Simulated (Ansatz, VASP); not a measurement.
# One calculation of MgS, two programs

File INCAR:

```
PREC     = Accurate       # precision mode
ENCUT    = 520            # plane-wave cutoff, eV
EDIFF    = 1E-6           # SCF threshold, eV
ISMEAR   = 0              # smearing method
SIGMA    = 0.1            # smearing width, eV
LREAL    = Auto         
LASPH    = T              # aspherical terms in the spheres
NELM     = 100            # most SCF steps
ALGO     = Normal         # electronic algorithm
ISIF     = 2              # what is computed and relaxed
LWAVE    = F              # write WAVECAR
LCHARG   = T              # write CHGCAR
GGA      = PE             # functional
LELF     = T              # ELF
LVHAR    = T            
NBANDS   = 46             # bands
```

KPOINTS

```
regular mesh
0
Gamma
  4 4 4
```

POSCAR

```
MgS
1.0
    6.6150316900      0.0000000000      0.0000000000
    0.0000000000      6.6150316900      0.0000000000
    0.0000000000      0.0000000000      6.6150316900
Mg S
8 8
Direct
    0.8530000000      0.6470000000      0.3530000000
    0.1470000000      0.3530000000      0.6470000000
    0.3530000000      0.6470000000      0.1470000000
    0.8530000000      0.8530000000      0.8530000000
    0.6470000000      0.1470000000      0.3530000000
    0.6470000000      0.3530000000      0.8530000000
    0.1470000000      0.1470000000      0.1470000000
    0.3530000000      0.8530000000      0.6470000000
    0.1470000000      0.8530000000      0.3530000000
    0.6470000000      0.6470000000      0.6470000000
    0.8530000000      0.3530000000      0.1470000000
    0.3530000000      0.1470000000      0.8530000000
    0.6470000000      0.8530000000      0.1470000000
    0.8530000000      0.1470000000      0.6470000000
    0.3530000000      0.3530000000      0.3530000000
    0.1470000000      0.6470000000      0.8530000000
```

Input for Ansatz:

```yaml
crystal:
  lattice:
    - [6.61503169, 0.0, 0.0]
    - [0.0, 6.61503169, 0.0]
    - [0.0, 0.0, 6.61503169]
  atoms:
    - { symbol: Mg, position: [0.853, 0.647, 0.353] }
    - { symbol: Mg, position: [0.147, 0.353, 0.647] }
    - { symbol: Mg, position: [0.353, 0.647, 0.147] }
    - { symbol: Mg, position: [0.853, 0.853, 0.853] }
    - { symbol: Mg, position: [0.647, 0.147, 0.353] }
    - { symbol: Mg, position: [0.647, 0.353, 0.853] }
    - { symbol: Mg, position: [0.147, 0.147, 0.147] }
    - { symbol: Mg, position: [0.353, 0.853, 0.647] }
    - { symbol: S, position: [0.147, 0.853, 0.353] }
    - { symbol: S, position: [0.647, 0.647, 0.647] }
    - { symbol: S, position: [0.853, 0.353, 0.147] }
    - { symbol: S, position: [0.353, 0.147, 0.853] }
    - { symbol: S, position: [0.647, 0.853, 0.147] }
    - { symbol: S, position: [0.853, 0.147, 0.647] }
    - { symbol: S, position: [0.353, 0.353, 0.353] }
    - { symbol: S, position: [0.147, 0.647, 0.853] }
basis:
  ecutwfc: 420
kpoints:
  mp_grid: { grid: [4, 4, 4] }
hamiltonian:
  xc: pbe
scf:
  occupations: { method: gaussian, width: 0.1 }
  lower_state_search: "off"
output:
  forces: true
  stress: true
  eigenvalues: true
```

Alike in both runs: task single point; functional PBE; k mesh 4 × 4 × 4; occupations gaussian, width 0.1 eV; no spin polarisation.

|  | VASP | Ansatz |
| --- | --- | --- |
| version | VASP 6.6.1 | Ansatz 0.2.0 |
| potentials or method | VASP PAW PBE potentials, release 64 (Mg, S) | scalar-relativistic, plane waves, PAW |
| plane-wave cutoff (eV) | 520 | 420 |
| valence electrons in the cell | 64 | 128 |

```tsv
	VASP	Ansatz	Ansatz less VASP
gap on the k mesh at the Fermi level (eV)	2.91	2.92	+0.015
least direct gap on the mesh (eV)	2.91	2.92	+0.015
pressure (GPa)	12.2	12.4	+0.16
rms of the force components (eV/Å)	0.083	0.082	-0.0007
```

Atom by atom the forces differ by 0.001 eV/Å (rms over components). The two sets of potentials don't hold the same shells in valence.
